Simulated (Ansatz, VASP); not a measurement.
# Fe in VASP and in Ansatz

```xyz
2
Lattice="2.3781 0.0000 0.0000 -1.1890 2.0595 0.0000 0.0000 0.0000 3.7672" Properties=species:S:1:pos:R:3 pbc="T T T"
Fe    0.0000    1.3730    0.9418
Fe    1.1890    0.6865    2.8254
```

Alike in both runs: functional PBEsol; k mesh 18 × 18 × 12; occupations gaussian, width 0.1 eV; no spin polarisation.

Ansatz relaxed the structure, and its values are those at the end. VASP's run is a single point on that final structure, the one shown.

```csv
,VASP,Ansatz
version,VASP 6.6.1,Ansatz 0.2.0
potentials or method,"VASP PAW PBE potentials, release 64 (Fe)","scalar-relativistic, plane waves, PAW"
plane-wave cutoff (eV),520,420
valence electrons in the cell,16,32
```

Ansatz gave:

| Property | Result |
| --- | --- |
| gap on the k mesh at the Fermi level (eV) | none |
| pressure (GPa) | 23.1 |

Q: Which values does VASP return?

A: gap on the k mesh at the Fermi level (eV): none; pressure (GPa): 22.5.

A gap of «none» marks a metal or a gap that the smearing closes. The functional is the same, so the differences come from potentials, cutoffs and numerics. The two sets of potentials don't hold the same shells in valence.

Caveats: so large a pressure means that the cell lies far from this level's equilibrium, or that cutoff or potentials fall short (VASP); the potentials were made for another functional, which shifts forces and pressure (VASP); the run has no spin polarisation, though such a crystal can be magnetic. Spin polarisation is off, so any magnetic state and its effect on volume and gap are missing.
